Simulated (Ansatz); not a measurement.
# I under changes of volume

One of the cells (42.631 Å³/atom); the others are scaled copies at fixed shape and fractional positions:

```
I
1.0
     3.63503   -2.39502    0.00000
     3.63503    2.39502    0.00000
     0.00000    0.00000    9.79344
I
4
Direct
  0.64930 0.35070 0.38440
  0.14930 0.85070 0.11560
  0.35070 0.64930 0.61560
  0.85070 0.14930 0.88440
```

| Item | Value |
| --- | --- |
| Program | Ansatz 0.2.0 |
| Functional | PBE |
| Potentials or basis | Ansatz PAW |
| Cutoff | 420 eV (not typed: the program's choice for these potentials) |
| k mesh | 7 × 7 × 3 |
| Occupations | fermi-dirac, width 0.05 eV |
| Spin | no spin polarisation |

```tsv
volume (Å³/atom)	energy over the lowest point (meV/atom)	pressure (GPa)	gap on the mesh (eV)	largest force (eV/Å)
40.073	?	?	?	?
40.926	41.41	3.0	1.42	1.246
41.778	27.02	2.4	1.37	1.045
42.631	16.04	1.8	1.33	0.859
43.483	8.08	1.2	1.28	0.688
44.336	2.83	0.8	1.24	0.530
45.189	0.00	0.3	1.20	0.386
```

Task: What does the run at 40.073 Å³/atom give?

Result: Energy over the lowest point 59.59 meV/atom; pressure 3.8 GPa; gap on the mesh 1.46 eV; largest force 1.464 eV/Å.

Worked out: A Birch-Murnaghan fit of order 3 (a polynomial in V^(-2/3)) to the other rows has its minimum at 45.90 Å³/atom, just outside them, with B0 = V·E''(V) = 19.8 GPa and B' = 5.1 at fixed shape and positions, which overstates the stiffness. It gives 59.63 meV/atom at 40.073 Å³/atom, against the run's 59.59, and -dE/dV = 3.8 GPa, against 3.8. A straight line through the other rows of the gap, of slope -2.22 eV per unit of ln V, extrapolates to 1.46 eV, against the run's 1.46.

Energies are extrapolated to zero smearing.

Caveats: odd divisions of the mesh miss points on the zone boundary, where band edges often lie, so the gap on the mesh can be too wide; spin-orbit coupling is left out, which moves the levels of the heavy elements; forces of over 1 eV/Å show positions far from the minimum, so gaps and moduli don't describe the material at rest (some runs).

A mesh can miss the band edges.
